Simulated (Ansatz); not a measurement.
# Stack of 1T-HfO2 under 2H-MoS2, upper layer turned by 180° in a perpendicular field, part 2 of 2

What dipole does a perpendicular field induce in the stack of 1T-HfO2 under 2H-MoS2, upper layer turned by 180°, and does the gap follow? A positive field points along +c.

Ansatz 0.2.0; plane-wave DFT, PBE-D4, Ansatz PAW (the session's first sound run).

So far, gap along the path (eV): step 3 (atoms held, field 0) 1.39; step 5 (field -0.1 V/Å) 1.38; step 6 (field 0.2 V/Å) 1.39; step 7 (field -0.2 V/Å) 1.38; step 8 (field 0.35 V/Å) 1.39.

**10. With spin-orbit coupling, k-mesh 12×12×1**

This step: plane-wave DFT, PBE, fully relativistic PAW with spin-orbit coupling (Ansatz 0.2.0).

Heavy atoms split their bands by spin-orbit coupling, so this run uses fully relativistic files and two-component states.

input.yaml

```yaml
crystal:
  lattice:
    - [3.2064426997, 0.0, 0.0]
    - [-1.6032213499, 2.7768608338, 0.0]
    - [0.0, 0.0, 25.9192405743]
  atoms:
    - { symbol: O, position: [0.6666666667, 0.3333333333, 0.3472323957] }
    - { symbol: Hf, position: [0.0, 0.0, 0.3853655831] }
    - { symbol: O, position: [0.3333333333, 0.6666666667, 0.4232521913] }
    - { symbol: S, position: [0.0, 0.0, 0.5333981598] }
    - { symbol: Mo, position: [0.3333333333, 0.6666666667, 0.5930161186] }
    - { symbol: S, position: [0.0, 0.0, 0.6527676043] }
kpoints:
  mp_grid: { grid: [12, 12, 1] }
  band_path:
    path: [[0, 0, 0], [0.5, 0, 0], [0.33333333, 0.33333333, 0], [0, 0, 0]]
    npoints: 16
hamiltonian:
  xc: pbe
  pseudopotentials: { kind: paw_fr }
magnetization:
  noncollinear: true
  spin_orbit: true
scf:
  occupations: { method: fermi_dirac, width: 0.05 }
  convergence: { dr2_threshold: 1.0e-09 }
efield:
  axis: 3
  dipole_correction: true
  ramp_position: 0.97
  ramp_width: 0.06
  amplitude: 0
output:
  write_potential: true
  write_density: true
  volumetric_format: npy
```

Command:

```
ansatz run input.yaml --threads 4 --pin off --max-ram 6144MiB --backend cpu --events-out ev --progress --plain --runs-dir out
```

Wall time 1.7 min (4 threads of Arm Neoverse V1, shared host); peak memory 2 GiB.

Numbers from this step:

```yaml
dipole_along_the_normal: 0.005244 e·Å
gap_along_the_path: 1.379 eV
smallest_direct_gap_along_the_path: 1.509 eV
step_between_the_vacuum_levels: -0.1065 eV
ionisation_energy_upper_face: 5.808 eV
electron_affinity_upper_face: 4.429 eV
ionisation_energy_lower_face: 5.914 eV
gap_the_smaller_of_path_and_mesh: 1.379 eV
```

The electronic bands at the labelled points (eV, zero at the Fermi level of the run, which the smearing sets inside the gap):

```
  point  band 61  band 62  band 63  band 64  band 65  band 66  band 67  band 68
      Γ    -2.31    -2.31    -0.70    -0.70     1.80     1.80     1.88     1.88
halfway    -2.08    -2.08    -1.53    -1.52     1.37     1.38     1.48     1.48
      M    -1.93    -1.93    -1.47    -1.47     1.28     1.28     1.81     1.81
halfway    -2.64    -2.64    -1.27    -1.15     1.15     1.20     1.99     2.12
      K    -2.91    -2.88    -0.98    -0.83     0.68     0.69     2.25     2.26
halfway    -1.88    -1.85    -1.66    -1.60     1.09     1.17     1.58     1.61
      Γ    -2.31    -2.31    -0.70    -0.70     1.80     1.80     1.88     1.88
```

The gap is 1.38 eV, with the valence edge 5.81 eV and the conduction edge 4.43 eV under the upper vacuum level.

**11. With spin-orbit coupling, k-mesh 12×12×1, field 0.3 V/Å**

The same in a field along the normal.

Edit input.yaml of step 10 so:

```diff
@@ -14,5 +14,3 @@
   mp_grid: { grid: [12, 12, 1] }
-  band_path:
-    path: [[0, 0, 0], [0.5, 0, 0], [0.33333333, 0.33333333, 0], [0, 0, 0]]
-    npoints: 16
+  band_path: { path: [[0, 0, 0], [0.12, 0, 0]], npoints: 24 }
 hamiltonian:
@@ -31,3 +29,3 @@
   ramp_width: 0.06
-  amplitude: 0
+  amplitude: 0.3
 output:
```

Run time: 81 s. Hardware: 4 threads; peak memory 2 GiB.

This step gave:

```
dipole along the normal            : 0.1241 e·Å
gap along the path                 : 2.347 eV
smallest direct gap along the path : 2.485 eV
gap, the smaller of path and mesh  : 1.385 eV
```

The dipole is 0.124 e·Å, and the gap 1.385 eV.

**12. Spin splitting near the zone centre**

This step: plane-wave DFT, PBE, fully relativistic PAW with spin-orbit coupling; spin splitting near the zone centre (Ansatz 0.2.0).

Levels that meet at the zone centre are followed outwards; a split that grows in proportion to k gives the Rashba parameter as ΔE/2k.

This step gave:

```
largest split over 2k that stays linear in k : 0.03683 eV Å
```

Groups of levels that meet at the zone centre and whose split, tested at two k, grows in proportion to k or stays under 1 meV; groups that fail this test are left out. Spin splitting, by row:

```
level at the first point (eV from the Fermi level)  states  split at k = 0.034 1/A (eV)  split over 2k (eV Å)
                                           -0.6983       2                      1.00e-4                     0
                                              1.88       2                      1.00e-4                     0
                                             2.049       2                       0.0025               0.03683
                                             2.076       2                      2.00e-4                     0
                                             2.158       2                       0.0024               0.03536
                                             2.162       2                      2.00e-4                     0
```

**13. The same run with other settings**

This step: plane-wave DFT, PBE-D4, Ansatz PAW (Ansatz 0.2.0).

A run with a changed input: it repeats the earlier run at 0.1 V/Å with efield.dipole_correction from true to false.

input.yaml, the sections that differ from step 11:

```yaml
kpoints:
  mp_grid: { grid: [18, 18, 1] }
  band_path:
    path: [[0, 0, 0], [0.5, 0, 0], [0.33333333, 0.33333333, 0], [0, 0, 0]]
    npoints: 16
hamiltonian:
  xc: pbe
  dispersion: d4
scf:
  occupations: { method: fermi_dirac, width: 0.05 }
  convergence: { dr2_threshold: 1.0e-10 }
efield:
  axis: 3
  dipole_correction: false
  ramp_position: 0.97
  ramp_width: 0.06
  amplitude: 0.1
# crystal, output: as in step 11
# magnetization: removed
```

Run time: 18 s. Hardware: 4 threads; peak memory 0.75 GiB; 71 s of CPU time.

```csv
quantity,this run,earlier run,difference
dipole along the normal (e·Å),0.06508,0.04487,0.020
gap along the path (eV),1.389,1.388,0.0011
smallest direct gap along the path (eV),1.588,1.588,-2.5e-5
```

With the dipole correction off, the periodic images add a field of their own to the typed one.

What moves beyond 0.01 in its unit (for the dipole 0.5 % and 5e-5 e·Å): dipole along the normal (+0.0202 e·Å).

These numbers are not those of the isolated slab.

**14. A changed input**

An input spoilt on purpose, to show how the run answers: it repeats the earlier run at 0.1 V/Å with crystal.lattice to [[6.05929846, -0.0, 0.0], [-3.02964923, 5.24750639, -0.0], [0.0, 0.0, 48.98026541]], and scf.max_iter set to 75.

The cell differs from the one that the last finished run ended in (a 3.206 → 6.059 Å, b 3.206 → 6.059 Å, c 25.919 → 48.980 Å).

Edit input.yaml of step 13 so:

```diff
@@ -2,5 +2,5 @@
   lattice:
-    - [3.2064426997, 0.0, 0.0]
-    - [-1.6032213499, 2.7768608338, 0.0]
-    - [0.0, 0.0, 25.9192405743]
+    - [6.05929846, 0.0, 0.0]
+    - [-3.02964923, 5.24750639, 0.0]
+    - [0.0, 0.0, 48.98026541]
   atoms:
@@ -23,5 +23,6 @@
   convergence: { dr2_threshold: 1.0e-10 }
+  max_iter: 75
 efield:
   axis: 3
-  dipole_correction: false
+  dipole_correction: true
   ramp_position: 0.97
```

Wall time 3.9 min (4 threads); peak memory 4 GiB; 16 min of CPU time.

```csv
quantity,this run,earlier run,difference
dipole along the normal (e·Å),0.3042,0.04487,0.26
```

It moves by +0.259 e·Å.

The fault (a lattice typed in bohr) shows in the results, which are not taken further.

**15. Outcome**

| Quantity | Value |
| --- | --- |
| gap without field | 1.39 eV |
| ionisation energy, upper face | 5.81 eV |
| electron affinity, upper face | 4.43 eV |
| step between the vacuum levels | -0.107 eV |
| equivalent conductor thickness, atoms held | 8.05 Å |
| largest split over 2k that stays linear in k at 0.3 V/Å | 0.0368 eV Å |

**Reading.** The induced dipole equals that of a perfect conductor 8.05 Å thick, while the outer atoms lie 7.92 Å apart; an out-of-plane ε follows only once a thickness t is chosen, by 1 − 1/ε = 8.05 Å / t. The two faces differ: the vacuum level above lies 0.11 eV lower than the one below. The gap stays within 0.01 eV of 1.39 eV over the fields run, up to 0.35 V/Å in size. Semilocal functionals give gaps that are too small, and excitons are not included. The field series itself is without spin-orbit coupling.

[Logs are printed without paths, hosts, clocks, repeated set-up lines and the standing remarks that a program may print on its own settings, such as how far it seeks lower states.]

[Hosts, paths, dates, database ids (printed as entryN), source tags and the programs' standing remarks are cut or masked in the printed files.]

[Maps of the electrostatic potential energy from Ansatz leave out the sawtooth potential of an applied field or a dipole correction, so their vacuum need not be flat; planar profiles and work functions include it.]
